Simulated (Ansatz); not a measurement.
Here is an Ansatz 0.2.0 calculation.

File input.yaml:

```yaml
crystal:
  lattice:
    - [5.2821, 0.0, 0.0]
    - [0.0, 5.2821, 0.0]
    - [0.0, 0.0, 5.2821]
  atoms:
    - { symbol: Sn, position: [0.5, 0.5, 0.5] }
    - { symbol: Sn, position: [0.0, 0.0, 0.0] }
    - { symbol: Nb, position: [0.0, 0.5, 0.25] }
    - { symbol: Nb, position: [0.0, 0.5, 0.75] }
    - { symbol: Nb, position: [0.5, 0.25, 0.0] }
    - { symbol: Nb, position: [0.75, 0.0, 0.5] }
    - { symbol: Nb, position: [0.5, 0.75, 0.0] }
    - { symbol: Nb, position: [0.25, 0.0, 0.5] }
hamiltonian:
  xc: pbesol
  pseudopotentials: { kind: paw }
kpoints:
  mp_grid: { grid: [5, 5, 5] }
scf:
  occupations: { method: fermi_dirac, width: 0.05 }
output:
  forces: true
  stress: true
  eigenvalues: true
relax:
  f_tol: 0.01
  max_steps: 40
  cell: { stress_tol: 0.05, p_target: 30.0 }
```

Potentials or basis: Ansatz PAW.

Launch:

```bash
$ ansatz run input.yaml --threads 4 --pin off --max-ram 11264MiB --backend cpu --events-out ev --progress --plain --runs-dir out
```

Q: Predict the band gap on the k mesh.

A: None (metal or under the smearing width).

Q: Estimate the relaxed volume.

A: 15.99 Å³/atom.

The path:
| step | energy change (eV) | largest force (eV/Å) | volume (Å³) |
| --- | --- | --- | --- |
| 1 | 0.0000 | 0.0000 | 147.37 |
| 2 | 1.6587 | 0.0000 | 126.85 |
| 3 | 1.4125 | 0.0000 | 128.13 |
| 4 | 1.4537 | 0.0000 | 127.91 |
| 5 | 1.4589 | 0.0000 | 127.91 |

Caveat: the plane-wave basis is chosen anew once the cell has moved, so the energies of steps on either side of that aren't comparable; the PAW data sets come from PBE, with cores solved anew for the run's functional, which leaves a small shift of forces and pressure.
